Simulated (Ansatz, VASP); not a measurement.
## Al2Pt in VASP and in Ansatz

```xyz
3
Lattice="0.0000 2.9550 2.9550 2.9550 0.0000 2.9550 2.9550 2.9550 0.0000" Properties=species:S:1:pos:R:3 pbc="T T T"
Al    1.3445    1.3445    1.3445
Al    4.4325    4.4325    4.4325
Pt    0.1330    0.1330    0.1330
```

Change from the starting cell: shortest bond scaled by 0.82, PAW files.

Alike in both runs: task electric field gradients; functional PBE; k mesh 9 × 9 × 9; occupations fermi-dirac, width 0.05 eV; no spin polarisation.

```csv
,VASP,Ansatz
version,VASP 6.6.1,Ansatz 0.2.0
potentials or method,"VASP PAW PBE potentials, release 64 (Al, Pt)","PAW with Ansatz's default frozen-core files, scalar-relativistic"
plane-wave cutoff (eV),520,420
valence electrons in the cell,16,24
```

|  | VASP | Ansatz | Ansatz less VASP |
| --- | --- | --- | --- |
| pressure (GPa) | 12.6 | 12.8 | +0.23 |
| largest component of the traceless stress (GPa) | 10.31 | 10.38 | +0.070 |
| rms of the force components (eV/Å) | 2.956 | 2.971 | +0.0154 |
| Vzz of the field gradient on the site that differs most (V/Å²) | -116.0 | 11.2 | +127.19 |

Atom by atom the forces differ by 0.015 eV/Å (rms over components). The two sets of potentials don't hold the same shells in valence. Ansatz warned: «gradients_without_spin_orbit».

Caveats: forces of over 1 eV/Å show positions far from the minimum, so gaps and moduli don't describe the material at rest. The runs have no spin-orbit coupling, so splittings on Pt are missing.
